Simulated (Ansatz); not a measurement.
# TiC/GaN/W: conductance against the thickness of the layer, part 2 of 7

How fast does the current through TiC/GaN/W fall with each added layer? The lower electrode is TiC rock salt(001), the upper one W bcc(001); the barrier is GaN zinc blende(001) (Ga and Ga faces). In the first transport cell, after relaxation, the nearest pair of electrode and barrier is C–Ga at 1.98 Å, along the normal, at the lower face and W–Ga at 2.76 Å, at a slant, at the upper one. All share a net of side 3.217 Å, which strains the lower electrode by +5.1 %, the upper one by +1.5 % and the barrier by +0.0 %, against typed lattice constants near PBE's. The first steps treat the bulk electrodes alone.

Ansatz 0.2.0; PBE DFT, plane waves, PAW files (the session's first sound run).

So far: Set-up; Layer spacing of the electrode, 4 atoms, electrode TiC rock salt(001).

The structure was built from a prototype and need not be the compound's stable phase.

## 3. Layer spacing of the electrode, 2 atoms, electrode W bcc(001)

System of this step: W. Symmetry: I4/mmm, No. 139, tetragonal system. The conventional cell has a = 3.217 Å, b = 3.217 Å, c = 3.137 Å, α = 90.00°, β = 90.00°, γ = 90.00°. W has 8 W at 2.76 Å nearest.

The electrode is held to the junction's net and relaxed along the normal; its spacing is used for the ideal lead layers.

Input file input.yaml:

```yaml
crystal:
  lattice:
    - [3.217, 0.0, 0.0]
    - [0.0, 3.217, 0.0]
    - [0.0, 0.0, 3.1371]
  atoms:
    - { symbol: W, position: [0.0, 0.0, 0.0] }
    - { symbol: W, position: [0.5, 0.5, 0.5] }
kpoints:
  mp_grid: { grid: [10, 10, 10] }
scf:
  occupations: { method: fermi_dirac, width: 0.1 }
  max_iter: 150
hamiltonian:
  xc: pbe
relax:
  f_tol: 0.01
  max_steps: 40
  cell: { fix: [a, b, angles] }
```

On the command line:

```bash
> ansatz run input.yaml --threads 8 --pin off --max-ram 24576MiB --backend cpu --events-out ev --progress --plain --runs-dir out
```

Numbers of over 12 decimals in the logs are rounded to 6 here.

Log:

```text
[...]
Crystal: 2 atoms, lattice volume = 32.466 Å³
Basis set: ecut = 420 eV, 619 PW (Γ), exchange–correlation on 48×48×48 points (8 copies of the dense FFT grid, shifted against one another)
Bands: 18, of which v1, the nominal top of the filled ones, is band 14 counted from 1 (13 counted from 0)
Symmetry: 32 space group operations
[...]
k-points: 126 of 1000
[...]
SCF iter   1: F=—  HF=-20769.648095 eV  |F-HF|=—  |Δ(HF+E_count)|=         —  Δρ=1.93e-3  dr2=4.54e-4  ethr=1.77e-3  ⟨swp⟩=4.9  Hψ=9347  notcnv=0
[...]
SCF iter   6: F=-20769.648978 eV  HF=-20769.648978 eV  |F-HF|=2.08e-9  |Δ(HF+E_count)|=   3.59e-9  Δρ=4.42e-6  dr2=2.73e-9  ethr=4.38e-11  ⟨swp⟩=1.9  Hψ=7328  notcnv=0
SCF 1 converged in 6 iterations: F = -20769.648978 eV  dr2 = 2.73e-9
[...]
relax step   1: F+E_penalty+E_count = -20769.64897810 eV  Δ(F+E_penalty+E_count) = +0.000e0 eV  max|allowed force component| = 1.617e-29 eV/Å  Δτ_max = 0.0000 Å  P = -1.660 GPa  Ω = 32.466 Å³  fix = [a, b, alpha, beta, gamma]  reactions: a -4.469, b -4.469 GPa  (6 SCF iters, dr2 threshold 1.00e-7 eV, accepted)
Crystal: 2 atoms, lattice volume = 33.504 Å³
Basis set: ecut = 420 eV, 659 PW (Γ), exchange–correlation on 48×48×48 points (8 copies of the dense FFT grid, shifted against one another)
[...]
SCF iter   6: F=-20769.621418 eV  HF=-20769.621418 eV  |F-HF|=1.09e-11  |Δ(HF+E_count)|=  6.69e-10  Δρ=4.75e-7  dr2=2.13e-11  ethr=5.30e-12  ⟨swp⟩=1.2  Hψ=5414  notcnv=0
SCF 2 converged in 6 iterations: F = -20769.621418 eV  dr2 = 2.13e-11
relax step   2: F+E_penalty+E_count = -20769.62141787 eV  Δ(F+E_penalty+E_count) = +2.756e-2 eV  max|allowed force component| = 6.114e-30 eV/Å  Δτ_max = 0.0000 Å  P = -10.495 GPa  Ω = 33.504 Å³  energy of the carried Pulay correction = -4.623e-4 eV  fix = [a, b, alpha, beta, gamma]  (6 SCF iters, dr2 threshold 2.00e-7 eV, rejected (line search))
Crystal: 2 atoms, lattice volume = 32.727 Å³
[...]
SCF iter   6: F=-20769.651810 eV  HF=-20769.651810 eV  |F-HF|=1.46e-11  |Δ(HF+E_count)|=  4.47e-10  Δρ=3.52e-7  dr2=1.50e-11  ethr=1.00e-12  ⟨swp⟩=4.9  Hψ=11076  notcnv=0
SCF 3 converged in 6 iterations: F = -20769.651810 eV  dr2 = 1.50e-11
relax step   3: F+E_penalty+E_count = -20769.65180979 eV  Δ(F+E_penalty+E_count) = -2.832e-3 eV  max|allowed force component| = 3.254e-30 eV/Å  Δτ_max = 0.0000 Å  P = -4.058 GPa  Ω = 32.727 Å³  energy of the carried Pulay correction = -1.176e-4 eV  fix = [a, b, alpha, beta, gamma]  reactions: a -5.936, b -5.936 GPa  (6 SCF iters, accepted)
[...]
relax step   4: F+E_penalty+E_count = -20769.65183605 eV  Δ(F+E_penalty+E_count) = -2.626e-5 eV  max|allowed force component| = 2.090e-29 eV/Å  Δτ_max = 0.0000 Å  P = -3.892 GPa  Ω = 32.709 Å³  energy of the carried Pulay correction = -1.093e-4 eV  fix = [a, b, alpha, beta, gamma]  reactions: a -5.834, b -5.834 GPa  (6 SCF iters, dr2 threshold 2.00e-7 eV, accepted)
[...]
SCF iter   8: F=-20769.651946 eV  HF=-20769.651946 eV  |F-HF|=1.82e-11  |Δ(HF+E_count)|=  2.18e-11  Δρ=1.30e-10  dr2=4.42e-18  ethr=1.00e-12  ⟨swp⟩=2.3  Hψ=5740  notcnv=0
SCF 5 converged in 8 iterations: F = -20769.651946 eV  dr2 = 4.42e-18
relax step   5: F+E_penalty+E_count = -20769.65194562 eV  Δ(F+E_penalty+E_count) = -1.096e-4 eV  max|allowed force component| = 2.169e-30 eV/Å  Δτ_max = 0.0000 Å  P = -3.892 GPa  Ω = 32.709 Å³  fix = [a, b, alpha, beta, gamma]  reactions: a -5.835, b -5.835 GPa  stress off target by 5.88e-3 GPa on what of the cell is left free  SCF on the basis re-selected at this cell (its energy is not comparable with the rows above)  (8 SCF iters)
[...]
SCF converged after 8 iterations
Free energy (F): -20769.651946 eV
[...]
Internal energy: -20769.623310 eV  (E = F + TS)
E sigma→0 (E₀):  -20769.637628 eV
Entropy (-TS):   -0.028636 eV (-14.318 meV/atom)
Fermi energy:    21.820628 eV
[...]
--- Stress (GPa, compression-positive) ---
       -5.835314      -0.000000       0.000000
       -0.000000      -5.835314      -0.000000
        0.000000      -0.000000      -0.005878
  P = ⅓ Tr σ = -3.8922 GPa (-38.922 kbar)
--- Relaxed structure (4 steps of the walk, 3 accepted, 1 SCFs on fresh bases) ---
[...]
cell:  # Å, volume = 32.7085 Å³
    - [3.217, 0, 0]
    - [0, 3.217, 0]
    - [0, 0, 3.160522]
  atoms:
    - { symbol: W, position: [0.0, 0.0, 0.0] }
    - { symbol: W, position: [0.500000, 0.500000, 0.5] }
```

It took 2.7 s on 8 threads of Arm Neoverse V1, shared host; peak memory 0.4 GiB.

The steps of the relaxation:

| step | energy less that of the first step (eV) | largest force component (eV/Å) | pressure (GPa) | volume (Å³) |
| --- | --- | --- | --- | --- |
| 1 | 0.0000 | 0.0000 | -1.66 | 32.47 |
| 2 | 0.0276 | 0.0000 | -10.49 | 33.50 |
| 3 | -0.0028 | 0.0000 | -4.06 | 32.73 |
| 4 | -0.0029 | 0.0000 | -3.89 | 32.71 |
| 5* | -0.0030 | 0.0000 | -3.89 | 32.71 |

Relaxation steps marked * repeat the geometry before them on a plane-wave basis chosen anew for their cell, so energy and pressure can jump there. Relaxation step 2 was tried and not accepted.

The run keeps the 32 symmetry operations that it works with, so distortions that break them were not tested.

| conventional cell, symmetrised | before | after | change |
| --- | --- | --- | --- |
| a (Å) | 3.217 | 3.217 | +0.0 % |
| b (Å) | 3.217 | 3.217 | +0.0 % |
| c (Å) | 3.137 | 3.161 | +0.7 % |
| volume (Å³/atom) | 16.23 | 16.35 | +0.7 % |

Final coordinates:

```
W
1.0
     3.21700    0.00000    0.00000
     0.00000    3.21700    0.00000
     0.00000    0.00000    3.16052
W
2
Direct
  0.00000 0.00000 0.00000
  0.50000 0.50000 0.50000
```

Numbers from this step:

| Quantity | Value |
| --- | --- |
| free energy | -20769.6519 eV |
| Fermi energy | 21.82 eV |
| pressure | -3.892 GPa |

The cell grew by 0.7 % in volume.

## 4. Relaxation

System of this step: TiC/GaN/W. The cell holds 21 atoms: 4 C, 4 Ti, 5 Ga, 4 N and 4 W. Cell: a = 3.217 Å, b = 3.217 Å, c = 41.107 Å, α = 90.0°, β = 90.0°, γ = 90.0°. Vacuum lies along c.

Tunnelling depends exponentially on distance, so the interfaces are relaxed first. A short slab in vacuum serves: only the barrier and the layers next to it are taken over, and later cells can add or drop layers in the barrier's middle. The dipole correction removes the field that unlike faces would set up across the vacuum.

Input file input.yaml:

```yaml
crystal:
  lattice:
    - [3.217, 0.0, 0.0]
    - [0.0, 3.217, 0.0]
    - [0.0, 0.0, 41.1068266234]
  atoms:
    - { symbol: C, position: [0.5, 0.5, 0.1946148768] }
    - { symbol: Ti, position: [0.0, 0.0, 0.1946148768] }
    - { symbol: C, position: [0.0, 0.0, 0.2454134038] }
    - { symbol: Ti, position: [0.5, 0.5, 0.2454134038] }
    - { symbol: C, position: [0.5, 0.5, 0.2962119307] }
    - { symbol: Ti, position: [0.0, 0.0, 0.2962119307] }
    - { symbol: C, position: [0.0, 0.0, 0.3470104576] }
    - { symbol: Ti, position: [0.5, 0.5, 0.3470104576] }
    - { symbol: Ga, position: [0.25, 0.75, 0.4111119121] }
    - { symbol: "N", position: [0.75, 0.75, 0.438785737] }
    - { symbol: Ga, position: [0.75, 0.25, 0.4664595618] }
    - { symbol: "N", position: [0.25, 0.25, 0.4941333867] }
    - { symbol: Ga, position: [0.25, 0.75, 0.5218072115] }
    - { symbol: "N", position: [0.75, 0.75, 0.5494810363] }
    - { symbol: Ga, position: [0.75, 0.25, 0.5771548612] }
    - { symbol: "N", position: [0.25, 0.25, 0.604828686] }
    - { symbol: Ga, position: [0.25, 0.75, 0.6325025109] }
    - { symbol: W, position: [0.75, 0.75, 0.6909114363] }
    - { symbol: W, position: [0.25, 0.25, 0.7290693319] }
    - { symbol: W, position: [0.75, 0.75, 0.7672272275] }
    - { symbol: W, position: [0.25, 0.25, 0.8053851232] }
kpoints:
  mp_grid: { grid: [8, 8, 1] }
scf:
  occupations: { method: fermi_dirac, width: 0.1 }
  max_iter: 150
hamiltonian:
  xc: pbe
efield:
  axis: 3
  dipole_correction: true
relax:
  f_tol: 0.04
  max_steps: 60
output:
  forces: true
```

Log:

```text
[...]
Crystal: 21 atoms, lattice volume = 425.418 Å³
Basis set: ecut = 420 eV, 8321 PW (Γ), exchange–correlation on 48×48×576 points (8 copies of the dense FFT grid, shifted against one another)
Bands: 124, of which v1, the nominal top of the filled ones, is band 103 counted from 1 (102 counted from 0)
Symmetry: 1 space group operations
[...]
k-points: 34 of 64 (time reversal used)
[...]
SCF iter   1: F=—  HF=-72994.746305 eV  |F-HF|=—  |Δ(HF+E_count)|=         —  Δρ=6.36e-3  dr2=3.73e0  ethr=1.77e-3  p=-0.016 e·Å  D=-6.73e-3 V/Å  ΔV_dip=0.28 eV  dr2_dipole=2.33e0  V_vac-E_F(+/−)=4.41/4.13 eV  ⟨swp⟩=7.8  Hψ=17038  notcnv=0
efield: sawtooth ramp at fractional position 0.9500 (placed from the atoms, in the widest stretch of the axis that holds none; the zero of the levels goes with the place), width 0.1000; the density the first Hamiltonian is built on has a dipole p = -0.016 e·Å; the dipole correction subtracts the counter field D = -6.73e-3 V/Å, which shifts the + side's vacuum level by +0.28 eV against the − side's; the planar-averaged density in the ramp window peaks in size at 1.3e-4 e/Å³
[...]
SCF iter   2: F=—  HF=-72994.703075 eV  |F-HF|=—  |Δ(HF+E_count)|=   4.32e-2  Δρ=2.44e-3  dr2=5.86e-2  ethr=1.77e-3  p=-0.002 e·Å  D=-8.29e-4 V/Å  ΔV_dip=0.03 eV  dr2_dipole=1.56e-3  V_vac-E_F(+/−)=4.20/4.16 eV  ⟨swp⟩=2.0  Hψ=5226  notcnv=0  defer=12
[...]
SCF iter   7: F=-72994.705581 eV  HF=-72994.705598 eV  |F-HF|=1.73e-5  |Δ(HF+E_count)|=   1.04e-5  Δρ=3.53e-5  dr2=2.09e-5  ethr=1.95e-8  p=-0.000 e·Å  D=-4.83e-5 V/Å  ΔV_dip=0.00 eV  dr2_dipole=1.85e-6  V_vac-E_F(+/−)=4.17/4.17 eV  ⟨swp⟩=3.2  Hψ=16884  notcnv=0
WARN: efield: at this solve's end the planar-averaged density reaches 1.53e-5 e/Å³ inside the ramp window [0.9257, 0.0743] (bound 1e-5 e/Å³); the window's nearer edge stands 4.94 Å from this solve's nearest atom along the axis. Its work functions, free energy, forces, stress, dipole, levels and responses can be off, and this figure does not tell by how much. A short vacuum, a low `basis.ecutwfc` or `basis.ecutrho_ratio` and negative occupations (`scf.occupations.method`) can put density there. See the manual's quickstart, § The vacuum guard
SCF 1 converged in 7 iterations: F = -72994.705581 eV  dr2 = 2.09e-5
[...]
relax step   1: F+E_penalty+E_count = -72994.70558084 eV  Δ(F+E_penalty+E_count) = +0.000e0 eV  max|allowed force component| = 1.964e0 eV/Å  Δτ_max = 0.0000 Å  (7 SCF iters, dr2 threshold 4.00e-5 eV, accepted)
[...]
SCF iter   1: F=—  HF=-72995.270598 eV  |F-HF|=—  |Δ(HF+E_count)|=         —  Δρ=1.10e-2  dr2=3.89e0  ethr=1.91e-3  p=-0.000 e·Å  D=-4.85e-5 V/Å  ΔV_dip=0.00 eV  dr2_dipole=2.43e0  V_vac-E_F(+/−)=4.29/4.28 eV  ⟨swp⟩=1.0  Hψ=14511  notcnv=0  defer=20
efield: sawtooth ramp at fractional position 0.9500 (handed on by an earlier solve), width 0.1000; the density the first Hamiltonian is built on has a dipole p = -0.000 e·Å; the dipole correction subtracts the counter field D = -4.85e-5 V/Å, which shifts the + side's vacuum level by +0.00 eV against the − side's; the planar-averaged density in the ramp window peaks in size at 1.6e-5 e/Å³
[...]
SCF iter   2: F=—  HF=-72995.196600 eV  |F-HF|=—  |Δ(HF+E_count)|=   7.40e-2  Δρ=4.72e-3  dr2=2.84e-1  ethr=1.90e-3  p=0.037 e·Å  D=1.57e-2 V/Å  ΔV_dip=-0.64 eV  dr2_dipole=3.87e-2  V_vac-E_F(+/−)=4.00/4.64 eV  ⟨swp⟩=2.5  Hψ=6276  notcnv=0  defer=31
[...]
SCF iter   7: F=-72995.170389 eV  HF=-72995.170409 eV  |F-HF|=1.95e-5  |Δ(HF+E_count)|=   1.17e-5  Δρ=4.56e-5  dr2=2.69e-5  ethr=4.88e-8  p=0.022 e·Å  D=9.30e-3 V/Å  ΔV_dip=-0.38 eV  dr2_dipole=1.08e-7  V_vac-E_F(+/−)=4.12/4.51 eV  ⟨swp⟩=3.0  Hψ=15274  notcnv=0
[...]
SCF 2 converged in 7 iterations: F = -72995.170389 eV  dr2 = 2.69e-5
[...]
relax step   2: F+E_penalty+E_count = -72995.17038949 eV  Δ(F+E_penalty+E_count) = -4.648e-1 eV  max|allowed force component| = 1.660e0 eV/Å  Δτ_max = 0.1946 Å  (7 SCF iters, dr2 threshold 1.00e-4 eV, accepted)
SCF iter   1: F=—  HF=-72995.699731 eV  |F-HF|=—  |Δ(HF+E_count)|=         —  Δρ=1.67e-2  dr2=1.59e1  ethr=3.10e-3  p=0.022 e·Å  D=9.30e-3 V/Å  ΔV_dip=-0.38 eV  dr2_dipole=2.51e0  V_vac-E_F(+/−)=4.13/4.52 eV  ⟨swp⟩=5.1  Hψ=10039  notcnv=0  defer=15
[...]
SCF iter   7: F=-72995.405349 eV  HF=-72995.405369 eV  |F-HF|=2.06e-5  |Δ(HF+E_count)|=   4.54e-6  Δρ=4.17e-5  dr2=2.68e-5  ethr=4.88e-8  p=0.026 e·Å  D=1.09e-2 V/Å  ΔV_dip=-0.45 eV  dr2_dipole=2.43e-8  V_vac-E_F(+/−)=4.08/4.53 eV  ⟨swp⟩=3.0  Hψ=15378  notcnv=0
SCF 3 converged in 7 iterations: F = -72995.405349 eV  dr2 = 2.68e-5
relax step   3: F+E_penalty+E_count = -72995.40534860 eV  Δ(F+E_penalty+E_count) = -2.350e-1 eV  max|allowed force component| = 4.952e-1 eV/Å  Δτ_max = 0.1978 Å  (7 SCF iters, dr2 threshold 1.00e-4 eV, accepted)
[... from here on, the SCF cycles and remarks between the steps are left out ...]
relax step   4: F+E_penalty+E_count = -72995.62663486 eV  Δ(F+E_penalty+E_count) = -2.213e-1 eV  max|allowed force component| = 4.581e-1 eV/Å  Δτ_max = 0.1940 Å  (8 SCF iters, dr2 threshold 2.18e-5 eV, accepted)
relax step   5: F+E_penalty+E_count = -72995.82043550 eV  Δ(F+E_penalty+E_count) = -1.938e-1 eV  max|allowed force component| = 7.599e-1 eV/Å  Δτ_max = 0.1939 Å  (8 SCF iters, dr2 threshold 1.87e-5 eV, accepted)
relax step   6: F+E_penalty+E_count = -72995.98153958 eV  Δ(F+E_penalty+E_count) = -1.611e-1 eV  max|allowed force component| = 5.314e-1 eV/Å  Δτ_max = 0.1919 Å  (7 SCF iters, dr2 threshold 1.00e-4 eV, accepted)
relax step   7: F+E_penalty+E_count = -72996.08513272 eV  Δ(F+E_penalty+E_count) = -1.036e-1 eV  max|allowed force component| = 4.553e-1 eV/Å  Δτ_max = 0.2000 Å  (7 SCF iters, dr2 threshold 1.00e-4 eV, accepted)
relax step   8: F+E_penalty+E_count = -72996.11784730 eV  Δ(F+E_penalty+E_count) = -3.271e-2 eV  max|allowed force component| = 1.467e-1 eV/Å  Δτ_max = 0.1732 Å  (6 SCF iters, dr2 threshold 1.00e-4 eV, accepted)
relax step   9: F+E_penalty+E_count = -72996.12254864 eV  Δ(F+E_penalty+E_count) = -4.701e-3 eV  max|allowed force component| = 6.655e-2 eV/Å  Δτ_max = 0.0360 Å  (7 SCF iters, dr2 threshold 2.24e-6 eV, accepted)
relax step  10: F+E_penalty+E_count = -72996.12344840 eV  Δ(F+E_penalty+E_count) = -8.998e-4 eV  max|allowed force component| = 5.679e-2 eV/Å  Δτ_max = 0.0242 Å  (8 SCF iters, accepted)
SCF iter   1: F=—  HF=-72996.124193 eV  |F-HF|=—  |Δ(HF+E_count)|=         —  Δρ=1.37e-3  dr2=4.33e-3  ethr=3.34e-4  p=0.025 e·Å  D=1.04e-2 V/Å  ΔV_dip=-0.43 eV  dr2_dipole=2.07e-4  V_vac-E_F(+/−)=4.09/4.52 eV  ⟨swp⟩=3.0  Hψ=7016  notcnv=0  defer=42
[...]
SCF iter   7: F=-72996.123988 eV  HF=-72996.123988 eV  |F-HF|=1.34e-8  |Δ(HF+E_count)|=   1.18e-7  Δρ=2.93e-6  dr2=8.32e-8  ethr=4.88e-11  p=0.024 e·Å  D=1.04e-2 V/Å  ΔV_dip=-0.43 eV  dr2_dipole=4.02e-9  V_vac-E_F(+/−)=4.09/4.52 eV  ⟨swp⟩=3.9  Hψ=17772  notcnv=0
SCF 11 converged in 7 iterations: F = -72996.123988 eV  dr2 = 8.32e-8
relax step  11: F+E_penalty+E_count = -72996.12398815 eV  Δ(F+E_penalty+E_count) = -5.397e-4 eV  max|allowed force component| = 2.021e-2 eV/Å  Δτ_max = 0.0279 Å  (7 SCF iters, accepted)
SCF converged after 7 iterations
Free energy (F): -72996.123988 eV
[...]
Internal energy: -72995.829638 eV  (E = F + TS)
E sigma→0 (E₀):  -72995.976813 eV
Entropy (-TS):   -0.294350 eV (-14.017 meV/atom)
Fermi energy:    7.307333 eV
Dipole field:    D = 0.010460 V/Å  (p = 0.024592 e·Å, saw-weighted, corrected)
Work function:   Φ+ = 4.0889 eV   Φ− = 4.5190 eV
Levels:          The Fermi level and band energies are counted from a zero that moves with the ramp; work functions are not
[...]
--- Forces (eV/Å), atoms counted from 1 ---
  atom   1  C      0.00003232    -0.00003234     0.00013266
  atom   2  Ti    -0.00033983     0.00011976     0.00048134
  atom   3  C      0.00009955    -0.00016101     0.00056397
  atom   4  Ti     0.00098855     0.00011548    -0.00057398
  atom   5  C      0.00027000    -0.00040498     0.00123813
  atom   6  Ti     0.00022296     0.00006685    -0.00032259
  atom   7  C      0.00013509     0.00052027    -0.00027997
  atom   8  Ti     0.00036396    -0.00056643    -0.00069904
  atom   9  Ga    -0.00017866    -0.00021989    -0.00175374
  atom  10  N     -0.00014691     0.00068904    -0.00408215
  atom  11  Ga    -0.00014192    -0.00178131     0.00176189
  atom  12  N      0.00026813    -0.00054956     0.00032070
  atom  13  Ga    -0.00023332    -0.00088736    -0.00267549
  atom  14  N      0.00015810    -0.00077473    -0.00350056
  atom  15  Ga    -0.00036522    -0.00163456    -0.00595319
  atom  16  N     -0.00050824     0.00012816     0.02021034
  atom  17  Ga     0.00016129     0.00198829    -0.00201691
  atom  18  W     -0.00025705    -0.00148187     0.00328236
  atom  19  W     -0.00047810    -0.00093788    -0.00265623
  atom  20  W     -0.00001785     0.00459489    -0.00987573
  atom  21  W      0.00001801     0.00110405     0.00641645
  max |Σ_I F_I| component: 1.05e-4 eV/Å
--- Relaxed structure (11 steps of the walk, 11 accepted, 0 SCFs on fresh bases) ---
  F+E_penalty+E_count = -72996.12398815 eV   max|allowed force component| = 2.021e-2 eV/Å
  atoms:
    - { symbol: C, position: [0.654197, 0.354932, 0.202392] }
    - { symbol: Ti, position: [0.154232, -0.145080, 0.204895] }
    - { symbol: C, position: [0.154219, -0.145069, 0.254233] }
    - { symbol: Ti, position: [0.654189, 0.354925, 0.254243] }
    - { symbol: C, position: [0.654231, 0.354939, 0.306295] }
    - { symbol: Ti, position: [0.154255, -0.145076, 0.305343] }
    - { symbol: C, position: [0.154320, -0.145111, 0.358414] }
    - { symbol: Ti, position: [0.654283, 0.354925, 0.354686] }
    - { symbol: Ga, position: [0.154778, 0.854795, 0.406541] }
    - { symbol: N, position: [0.654810, 0.854738, 0.434389] }
    - { symbol: Ga, position: [0.654889, 0.354770, 0.462954] }
    - { symbol: N, position: [0.154905, 0.354652, 0.489719] }
    - { symbol: Ga, position: [0.154999, 0.854635, 0.518327] }
    - { symbol: N, position: [0.655014, 0.854456, 0.545044] }
    - { symbol: Ga, position: [0.655109, 0.354555, 0.573644] }
    - { symbol: N, position: [0.155122, 0.354875, 0.600322] }
    - { symbol: Ga, position: [0.155155, 0.857708, 0.629854] }
    - { symbol: W, position: [0.655256, 0.811251, 0.684334] }
    - { symbol: W, position: [0.155349, 0.301214, 0.717964] }
    - { symbol: W, position: [0.655324, 0.803448, 0.759637] }
    - { symbol: W, position: [0.155362, 0.299518, 0.792131] }
```

Wall time 5.4 min (8 threads); peak memory 3.1 GiB.

This run has no spin polarisation although its electron count is odd.

Step by step:

| step | energy less that of the first step (eV) | largest force component (eV/Å) |
| --- | --- | --- |
| 1 | 0.0000 | 1.9637 |
| 2 | -0.4648 | 1.6601 |
| 3 | -0.6998 | 0.4951 |
| 4 | -0.9211 | 0.4581 |
| 5 | -1.1149 | 0.7599 |
| 6 | -1.2760 | 0.5314 |
| 7 | -1.3796 | 0.4553 |
| 8 | -1.4123 | 0.1467 |
| 9 | -1.4170 | 0.0665 |
| 10 | -1.4179 | 0.0568 |
| 11 | -1.4184 | 0.0202 |

The atoms that moved most (Å):

| atom | dx | dy | dz | length |
| --- | --- | --- | --- | --- |
| C7 | 0.496 | -0.467 | 0.469 | 0.827 |
| Ti2 | 0.496 | -0.467 | 0.423 | 0.802 |
| C5 | 0.496 | -0.467 | 0.414 | 0.797 |
| Ti6 | 0.496 | -0.467 | 0.375 | 0.778 |
| Ti4 | 0.496 | -0.467 | 0.363 | 0.772 |
| C3 | 0.496 | -0.467 | 0.363 | 0.772 |
| C1 | 0.496 | -0.467 | 0.320 | 0.752 |
| Ti8 | 0.496 | -0.467 | 0.316 | 0.751 |

This step gave:

| Property | Result |
| --- | --- |
| free energy | -72996.1240 eV |
| Fermi energy | 7.307 eV |

The largest force component on a free atom ends at 0.020 eV/Å. At one or more of this run's solves the program warned of density in the dipole ramp over its bound, where dipole, forces and levels can be off.

[end of part 2 of 7]

[Logs are printed without paths, hosts, clocks, repeated set-up lines and the standing remarks that a program may print on its own settings, such as how far it seeks lower states.]

[Hosts, paths, dates, database ids (printed as entryN), source tags and the programs' standing remarks are cut or masked in the printed files.]
